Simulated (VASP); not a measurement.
# CaSe (Fm-3m) in VASP: notebook

Runs on CaSe. Level: r2SCAN. Tasks: single point.

Program: VASP 6.6.1. These are calculated values, not measurements. Logs are shortened: lines on timing, memory, paths and dates and some standing lists are left out, and cuts for length are marked.

## 1. The structure

Symmetry: Fm-3m, No. 225, cubic system. Conventional cell: a = 5.912 Å, b = 5.912 Å, c = 5.912 Å, α = 90.00°, β = 90.00°, γ = 90.00°. Around Se (site symmetry m-3m) lie 6 Ca at 2.96 Å. Ca (site symmetry m-3m) is surrounded by 6 Se at 2.96 Å.

## 2. Single point, r2SCAN

INCAR

```
SYSTEM = CaSe
PREC = Accurate
ENCUT = 350
EDIFF = 1E-6
ISMEAR = 0
SIGMA = 0.05
LREAL = .FALSE.
LASPH = .TRUE.
NELM = 100
ALGO = Normal
ISIF = 2
LWAVE = .FALSE.
LCHARG = .FALSE.
METAGGA = R2SCAN
LMIXTAU = .TRUE.
ADDGRID = .FALSE.
```

KPOINTS

```
regular mesh
0
G
  7 7 7
  0 0 0
```

POSCAR

```
CaSe
1.0
    0.0000000000      2.9560000000      2.9560000000
    2.9560000000      0.0000000000      2.9560000000
    2.9560000000      2.9560000000      0.0000000000
Se Ca
1 1
Direct
    0.5137070000      0.4880300000      0.5023060000
    0.0084580000     -0.0027510000     -0.0091450000
```

Potentials or basis: VASP PAW PBE potentials, release 64 (Se, Ca_sv).

Run with:

```bash
$ cat potpaw_PBE.64/Se/POTCAR potpaw_PBE.64/Ca_sv/POTCAR > POTCAR
$ mpirun -np 1 vasp_std > vasp.out
```

OUTCAR:

```text
SYSTEM = CaSe
   PREC = Accurate
   ENCUT = 350
   EDIFF = 1E-6
   ISMEAR = 0
   LREAL = .FALSE.
   LASPH = .TRUE.
   NELM = 100
   ISIF = 2
   METAGGA = R2SCAN

 Found    172 irreducible k-points:

 Following reciprocal coordinates:
            Coordinates               Weight
  0.000000  0.000000  0.000000      1.000000
  0.142857  0.000000  0.000000      2.000000
  0.000000  0.142857  0.000000      2.000000
  0.000000  0.000000  0.142857      2.000000
  0.142857  0.142857  0.142857      2.000000
  0.285714  0.000000  0.000000      2.000000
   k-points           NKPTS =    172   k-points in BZ     NKDIM =    172   number of bands    NBANDS=     12
   number of dos      NEDOS =    301   number of ions     NIONS =      2
   total plane-waves  NPLWV =  21952
   dimension x,y,z NGX =    28 NGY =   28 NGZ =   28
   dimension x,y,z NGXF=    56 NGYF=   56 NGZF=   56
   ions per type =               1   1
   NGX,Y,Z   is equivalent  to a cutoff of  11.13, 11.13, 11.13 a.u.
   NGXF,Y,Z  is equivalent  to a cutoff of  22.27, 22.27, 22.27 a.u.
 SYSTEM =  CaSe
   PREC   = accura    normal or accurate (medium, high low for compatibility)
   ISTART =      0    job   : 0-new  1-cont  2-samecut
   ICHARG =      2    charge: 1-file 2-atom 10-const
   ISPIN  =      1    spin polarized calculation?
   LNONCOLLINEAR =      F non collinear calculations
   LSORBIT =      F    spin-orbit coupling
   LASPH  =      T    aspherical Exc in radial PAW
   ENCUT  =  350.0 eV  25.72 Ry    5.07 a.u.   6.38  6.38  6.38*2*pi/ulx,y,z
   NELM   =    100;   NELMIN=  2; NELMDL= -5     # of ELM steps
   EDIFF  = 0.1E-05   stopping-criterion for ELM
   LREAL  =      F    real-space projection
   EDIFFG = 0.1E-04   stopping-criterion for IOM
   NSW    =      0    number of steps for IOM
   IBRION =     -1    ionic relax: 0-MD 1-quasi-New 2-CG
   NFREE  =      0    steps in history (QN), initial steepest desc. (CG)
   ISIF   =      2    stress and relaxation
   ISYM   =      2    0-nonsym 1-usesym 2-fastsym
   POTIM  = 0.5000    time-step for ionic-motion
   TEBEG  =    0.0;   TEEND  =   0.0 temperature during run
   PSTRESS=    0.0 pullay stress
   NELECT =      16.0000    total number of electrons
   NUPDOWN=      -1.0000    fix difference up-down
   EMIN   =  10.00;   EMAX   =-10.00  energy-range for DOS
   EFERMI =   0.00;   METHOD = LEGACY
   ISMEAR =     0;   SIGMA  =   0.05  broadening in eV -4-tet -1-fermi 0-gaus
   EFERMI_NEDOS =   21; number of points for ismear=-14 and -15
   IALGO  =     38    algorithm
   IMIX   =      4    mixing-type and parameters
     AMIX     =   0.40;   BMIX     =  1.00
     AMIX_MAG =   1.60;   BMIX_MAG =  1.00
  volume/ion in A,a.u.               =      25.83       174.30
  Fermi-wavevector in a.u.,A,eV,Ry     =   1.107645  2.093145 16.692666  1.226876
  Thomas-Fermi vector in A             =   2.244161
   LORBIT       =      0    0 simple, 1 ext, 2 COOP (PROOUT), +10 PAW based schemes
   METAGGA = R2SCAN    functional components
   LHFCALC =     F    Hartree Fock is set to
   AEXX    =    0.0000 exact exchange contribution
   IVDW    =     0    specifies the selected vdW correction
   LEPSILON=     F    determine dielectric tensor
   LRPA    =     F    only Hartree local field effects (RPA)
 non-spin polarized calculation
 Gauss-broadening in eV      SIGMA  =   0.05
  energy-cutoff  :      350.00
  volume of cell :       51.66
 maximum number of plane-waves:       779
 NGX is ok and might be reduce to    28
   NGX = 13   NGY = 13   NGZ = 13

 number of electron      15.9999999 magnetization

 Free energy of the ion-electron system (eV)
  ---------------------------------------------------
  ext. energy  EPLUGINS =         0.00000000
  ---------------------------------------------------
  free energy    TOTEN  =       -25.97180514 eV

  energy without entropy =      -25.97180514  energy(sigma->0) =      -25.97180514

 E-fermi :   2.5236     XC(G=0):  -9.5870

 val. band max:        2.1899855673   @ k =   0.0000   0.0000   0.0000
 cond. band min:       4.7494152179   @ k =   0.4286   0.0000   0.4286
 fundamental gap:      2.5594296506
 Fermi energy:         2.5236408385

 k-point     1 :       0.0000    0.0000    0.0000
  band No.  band energies     occupation
      1     -39.0929      2.00000
      2     -19.2058      2.00000
      3     -19.2053      2.00000
      4     -19.2051      2.00000
      5     -10.0053      2.00000
      6       2.1881      2.00000
      7       2.1898      2.00000
      8       2.1900      2.00000
      9       6.3445      0.00000
     10       6.4241      0.00000
     11       6.4293      0.00000
     12       6.4309      0.00000

 k-point     2 :       0.1429    0.0000    0.0000
  band No.  band energies     occupation
      1     -39.0916      2.00000
      2     -19.2282      2.00000
      3     -19.2071      2.00000
      4     -19.2066      2.00000
      5      -9.8806      2.00000
      6       1.2885      2.00000
      7       1.8979      2.00000
      8       1.9004      2.00000
      9       6.3981      0.00000
     10       6.7034      0.00000
     11       6.7042      0.00000
     12       7.4110      0.00000

 k-point     3 :       0.0000    0.1429    0.0000
  band No.  band energies     occupation
      1     -39.0916      2.00000
      2     -19.2283      2.00000
      3     -19.2070      2.00000
      4     -19.2067      2.00000
      5      -9.8806      2.00000
      6       1.2892      2.00000
      7       1.8972      2.00000
      8       1.8994      2.00000
      9       6.3999      0.00000
     10       6.7028      0.00000
     11       6.7055      0.00000
     12       7.4178      0.00000

 k-point     4 :       0.0000    0.0000    0.1429
  band No.  band energies     occupation
      1     -39.0916      2.00000
      2     -19.2283      2.00000
      3     -19.2070      2.00000
      4     -19.2066      2.00000
      5      -9.8806      2.00000
      6       1.2899      2.00000
      7       1.8973      2.00000
      8       1.8979      2.00000
      9       6.4015      0.00000
     10       6.7033      0.00000
     11       6.7054      0.00000
     12       7.4239      0.00000

 k-point     5 :       0.1429    0.1429    0.1429
  band No.  band energies     occupation
      1     -39.0916      2.00000
      2     -19.2282      2.00000
      3     -19.2070      2.00000
      4     -19.2067      2.00000
      5      -9.8806      2.00000
      6       1.2889      2.00000
      7       1.8975      2.00000
      8       1.8999      2.00000
      9       6.3989      0.00000
     10       6.7028      0.00000
     11       6.7051      0.00000
     12       7.4143      0.00000

 k-point     6 :       0.2857    0.0000    0.0000
  band No.  band energies     occupation
      1     -39.0887      2.00000
      2     -19.2782      2.00000
      3     -19.2101      2.00000
      4     -19.2097      2.00000
      5      -9.5821      2.00000
      6      -0.0948      2.00000
      7       1.3804      2.00000
      8       1.3822      2.00000
      9       6.5749      0.00000
     10       7.3778      0.00000
     11       7.3790      0.00000
     12       8.7928      0.00000

 [... further k-points ...]
[... 5 lines left out ...]
  --------------------------------------------------------------------------------------
  -------------------------------------------------------------------------------------
  Total        0.2538572      0.3095874      0.2563961     -0.0016702      0.0030996      0.0008472
  in kB        7.8733007      9.6017530      7.9520441     -0.0518005      0.0961334      0.0262770
  external PRESSURE =       8.4756993 kB  Pullay stress =       0.0000000 kB

 VOLUME and BASIS-vectors are now :
 -----------------------------------------------------------------------------
  energy-cutoff  :      350.00
  volume of cell :       51.66
      direct lattice vectors                 reciprocal lattice vectors
     0.000000000  2.956000000  2.956000000    -0.169147497  0.169147497  0.169147497
     2.956000000  0.000000000  2.956000000     0.169147497 -0.169147497  0.169147497
     2.956000000  2.956000000  0.000000000     0.169147497  0.169147497 -0.169147497

 POSITION                                       TOTAL-FORCE (eV/Angst)
 -----------------------------------------------------------------------------------
      2.92743      3.00333      2.96113        -0.022523     -0.170699      0.040059
      5.87684      2.95397      2.97287         0.022523      0.170699     -0.040059
 -----------------------------------------------------------------------------------
    total drift:                                0.000645      0.001713      0.001333

  FREE ENERGIE OF THE ION-ELECTRON SYSTEM (eV)
  ---------------------------------------------------
  free  energy   TOTEN  =       -25.9718051398 eV

  energy  without entropy=      -25.9718051398  energy(sigma->0) =      -25.97180514
```

Wall time 3.4 min (1 thread of Intel Xeon Platinum 8488C (Sapphire Rapids), shared host); peak memory 0.21 GiB.

These settings aren't checked as converged: the numbers below hold their error.

What came out:

- Free energy: -25.9718 eV
- Pressure: 0.8 GPa
- Largest force: 0.177 eV/Å
- Band gap on the k mesh: 2.56 eV, indirect (least direct gap 3.48 eV)

Caveat: the PAW data sets were made with another functional, which shifts forces and pressure a little; an odd mesh through Γ misses points on the zone boundary, where band edges often lie.

## 3. Single point, r2SCAN

Changes to INCAR since step 2:

```diff
@@ -2,3 +2,3 @@
 PREC = Accurate
-ENCUT = 350
+ENCUT = 700
 EDIFF = 1E-6
```

KPOINTS

```
regular mesh
0
G
  5 5 5
  0 0 0
```

POSCAR

```
CaSe
1.0
    0.0000000000      2.9560000000      2.9560000000
    2.9560000000      0.0000000000      2.9560000000
    2.9560000000      2.9560000000      0.0000000000
Se Ca
1 1
Direct
    0.5000000000      0.5000000000      0.5000000000
    0.0000000000      0.0000000000      0.0000000000
```

Potentials or basis: VASP PAW PBE potentials, release 64 (Se, Ca_sv).

Run with:

```bash
$ cat potpaw_PBE.64/Se/POTCAR potpaw_PBE.64/Ca_sv/POTCAR > POTCAR
$ mpirun -np 1 vasp_std > vasp.out
```

Run time: 33 s. Hardware: 1 thread of Intel Xeon Platinum 8488C (Sapphire Rapids), shared host; peak memory 0.21 GiB.

These settings aren't checked as converged: the numbers below hold their error.

What came out:

```yaml
Free_energy: -25.9776 eV
Pressure: 0.9 GPa
Band_gap_on_the_k_mesh: 2.61 eV, indirect (least direct gap 3.51 eV)
```

Caveat: the PAW data sets were made with another functional, which shifts forces and pressure a little; an odd mesh through Γ misses points on the zone boundary, where band edges often lie.

## 4. Single point, r2SCAN

INCAR is that of step 3.

KPOINTS is that of step 3.

POSCAR

```
CaSe
1.0
    0.0000000000      2.9560000000      2.9560000000
    2.9560000000      0.0000000000      2.9560000000
    2.9560000000      2.9560000000      0.0000000000
Se Ca
1 1
Direct
    0.5137070000      0.4880300000      0.5023060000
    0.0084580000     -0.0027510000     -0.0091450000
```

Run with:

```bash
$ cat potpaw_PBE.64/Se/POTCAR potpaw_PBE.64/Ca_sv/POTCAR > POTCAR
$ mpirun -np 1 vasp_std > vasp.out
```

Run time: 2.3 min. Hardware: 1 thread of Intel Xeon Platinum 8488C (Sapphire Rapids), shared host; peak memory 0.26 GiB.

The run converged, but some of its settings lie outside the range that counts as converged, so its numbers aren't taken as properties of the crystal.

What came out:

```
Free energy            : -25.9731 eV
Pressure               : 1.0 GPa
Largest force          : 0.176 eV/Å
Band gap on the k mesh : 2.62 eV, indirect (least direct gap 3.51 eV)
```

Caveat: the PAW data sets were made with another functional, which shifts forces and pressure a little; an odd mesh through Γ misses points on the zone boundary, where band edges often lie.

## 5. Single point, r2SCAN

Changes to INCAR since step 4:

```diff
@@ -2,3 +2,3 @@
 PREC = Accurate
-ENCUT = 700
+ENCUT = 300
 EDIFF = 1E-6
```

KPOINTS

```
regular mesh
0
G
  8 8 8
  0 0 0
```

POSCAR

```
CaSe
1.0
    0.0000000000      2.9560000000      2.9560000000
    2.9560000000      0.0000000000      2.9560000000
    2.9560000000      2.9560000000      0.0000000000
Se Ca
1 1
Direct
    0.5000000000      0.5000000000      0.5000000000
    0.0000000000      0.0000000000      0.0000000000
```

Run with:

```bash
$ cat potpaw_PBE.64/Se/POTCAR potpaw_PBE.64/Ca_sv/POTCAR > POTCAR
$ mpirun -np 1 vasp_std > vasp.out
```

It took 26 s on 1 thread of Intel Xeon Platinum 8488C (Sapphire Rapids), shared host; peak memory 0.14 GiB.

These settings aren't checked as converged: the numbers below hold their error.

Results:

```
Free energy            : -25.9826 eV
Band gap on the k mesh : 2.49 eV, indirect (least direct gap 3.44 eV)
```

Caveat: the cutoff is under 1.25 times the usual one of these potentials, so pressure, stress and relaxed cells hold a basis-set (Pulay) error; the PAW data sets were made with another functional, which shifts forces and pressure a little.

## 6. Single point, r2SCAN

INCAR is that of step 5.

KPOINTS is that of step 5.

POSCAR

```
CaSe
1.0
    0.0000000000      2.9560000000      2.9560000000
    2.9560000000      0.0000000000      2.9560000000
    2.9560000000      2.9560000000      0.0000000000
Se Ca
1 1
Direct
    0.5137070000      0.4880300000      0.5023060000
    0.0084580000     -0.0027510000     -0.0091450000
```

Potentials or basis: VASP PAW PBE potentials, release 64 (Se, Ca_sv).

Run with:

```bash
$ cat potpaw_PBE.64/Se/POTCAR potpaw_PBE.64/Ca_sv/POTCAR > POTCAR
$ mpirun -np 1 vasp_std > vasp.out
```

Run time: 2.2 min. Hardware: 1 thread of Intel Xeon Platinum 8488C (Sapphire Rapids), shared host; peak memory 0.2 GiB.

The run converged, but some of its settings lie outside the range that counts as converged, so its numbers aren't taken as properties of the crystal.

Results:

```yaml
Free_energy: -25.9777 eV
Largest_force: 0.177 eV/Å
Band_gap_on_the_k_mesh: 2.50 eV, indirect (least direct gap 3.44 eV)
```

Caveat: the cutoff is under 1.25 times the usual one of these potentials, so pressure, stress and relaxed cells hold a basis-set (Pulay) error; the PAW data sets were made with another functional, which shifts forces and pressure a little.

## 7. For comparison

An earlier run on the cell as given: functional PBEsol; potentials or basis VASP PAW PBE potentials, release 64 (Se, Ca_sv); cutoff 520 eV; k mesh 8 × 8 × 8; occupations fermi-dirac, width 0.05 eV; no spin polarisation.

- Pressure: -0.9 GPa
- Band gap on the k mesh: 1.92 eV, indirect (least direct gap 2.87 eV)
